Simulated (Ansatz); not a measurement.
Bi2Se3 (Paraguanajuatite):

```
Bi Se
1.0
     2.07150    1.19598    9.54533
    -2.07150    1.19598    9.54533
     0.00000   -2.39196    9.54533
Bi Se
2 3
Direct
  0.59920 0.59920 0.59920
  0.40080 0.40080 0.40080
  0.78830 0.78830 0.78830
  0.21170 0.21170 0.21170
  0.00000 0.00000 0.00000
```

Base run:

```yaml
Program: Ansatz 0.2.0
Functional: r2SCAN
Potentials_or_basis: Ansatz PAW
Cutoff: "500 eV (not typed: the program's choice for these potentials)"
k_mesh: 8 × 8 × 8
Occupations: fermi-dirac, width 0.05 eV
Spin: no spin polarisation
```

Its results: band gap on the k mesh 0.49 eV, direct; pressure 1.4 GPa; largest force 0.080 eV/Å.

Problem. After a change of settings the same cell gave: band gap on the k mesh 0.27 eV, direct; pressure 6.3 GPa; largest force 0.305 eV/Å. Which change was it?
A. functional from r2SCAN to PBEsol; cutoff from 500 eV (not typed: the program's choice for these potentials) to 420 eV (not typed: the program's choice for these potentials)
B. functional from r2SCAN to BLYP; cutoff from 500 eV (not typed: the program's choice for these potentials) to 420 eV (not typed: the program's choice for these potentials)
C. functional from r2SCAN to revPBE; cutoff from 500 eV (not typed: the program's choice for these potentials) to 420 eV (not typed: the program's choice for these potentials)
D. functional from r2SCAN to RPBE; cutoff from 500 eV (not typed: the program's choice for these potentials) to 420 eV (not typed: the program's choice for these potentials)

Solution. B.

r2SCAN gives the wider gap, since meta-GGAs in the generalised Kohn-Sham scheme recover part of the derivative discontinuity.

Caveats: spin-orbit coupling is left out, which as a rule narrows the gap of such compounds by several tenths of an eV; the PAW data sets come from PBE, with cores solved anew for the run's functional, which leaves a small shift of forces and pressure; the density of states is complete only up to the lowest level of the last band computed.

Runs at the PBE level aren't shown here.
